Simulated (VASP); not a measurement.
Wanted: the native input for a VASP 6.6.1 run.

```yaml
Task: band structure
Functional: BLYP
Potentials_or_basis: VASP PAW PBE potentials, release 64 (Ti_sv, O)
Cutoff: 520 eV
k_mesh: 10 × 10 × 6
Occupations: fermi-dirac, width 0.05 eV
Spin: no spin polarisation
Further_INCAR_settings: ALGO = Fast; EDIFF = 1e-06
```

The structure of Ti2O lies in POSCAR:

```
Ti2O
1.0
    2.9194000000      0.0000000000      0.0000000000
   -1.4597000000      2.5282745638      0.0000000000
    0.0000000000      0.0000000000      4.7130000000
Ti O
2 1
Direct
    0.3333333333      0.6666666667      0.7212600000
    0.6666666667      0.3333333333      0.2787400000
    0.0000000000      0.0000000000      0.0000000000
```

One way to write it, as run:

INCAR

```
SYSTEM = Ti2O
AGGAC = 1.0
AGGAX = 1.0
ALDAC = 0.0
ALDAX = 1.0
ALGO = Fast
EDIFF = 1E-6
ENCUT = 520
GGA = B5
ISIF = 2
ISMEAR = -1
LASPH = .True.
LCHARG = .False.
LMAXMIX = 4
LREAL = .False.
LWAVE = .False.
NELM = 80
PREC = Accurate
SIGMA = 0.05
```

KPOINTS

```
k-points
0
Gamma
  10 10 6
  0 0 0
```

KPOINTS_OPT

```
path GMKGALHA,LM,KH
20
line-mode
reciprocal
 0.0000000000  0.0000000000  0.0000000000  G
 0.5000000000  0.0000000000  0.0000000000  M

 0.5000000000  0.0000000000  0.0000000000  M
 0.3333333333  0.3333333333  0.0000000000  K

 0.3333333333  0.3333333333  0.0000000000  K
 0.0000000000  0.0000000000  0.0000000000  G

 0.0000000000  0.0000000000  0.0000000000  G
 0.0000000000  0.0000000000  0.5000000000  A

 0.0000000000  0.0000000000  0.5000000000  A
 0.5000000000  0.0000000000  0.5000000000  L

 0.5000000000  0.0000000000  0.5000000000  L
 0.3333333333  0.3333333333  0.5000000000  H

 0.3333333333  0.3333333333  0.5000000000  H
 0.0000000000  0.0000000000  0.5000000000  A

 0.5000000000  0.0000000000  0.5000000000  L
 0.5000000000  0.0000000000  0.0000000000  M

 0.3333333333  0.3333333333  0.0000000000  K
 0.3333333333  0.3333333333  0.5000000000  H
```

Potentials or basis: VASP PAW PBE potentials, release 64 (Ti_sv, O).

Run with:

```sh
$ cat potpaw_PBE.64/Ti_sv/POTCAR potpaw_PBE.64/O/POTCAR > POTCAR
$ mpirun -np 1 vasp_std > vasp.out
```

Results of the run:

* Pressure: 18.5 GPa
* Largest force: 0.761 eV/Å
* Band gap along the path: none (metal or under the smearing width)

Caveat: the PAW data sets were made with another functional, which shifts forces and pressure a little; semilocal functionals often make such compounds metallic where correlation or magnetic order opens a gap, which also shifts bond lengths.

It took 2.4 min on 1 thread of Intel(R) Xeon(R) 6975P-C (Granite Rapids), on a shared host, peak memory 0.2 GiB.
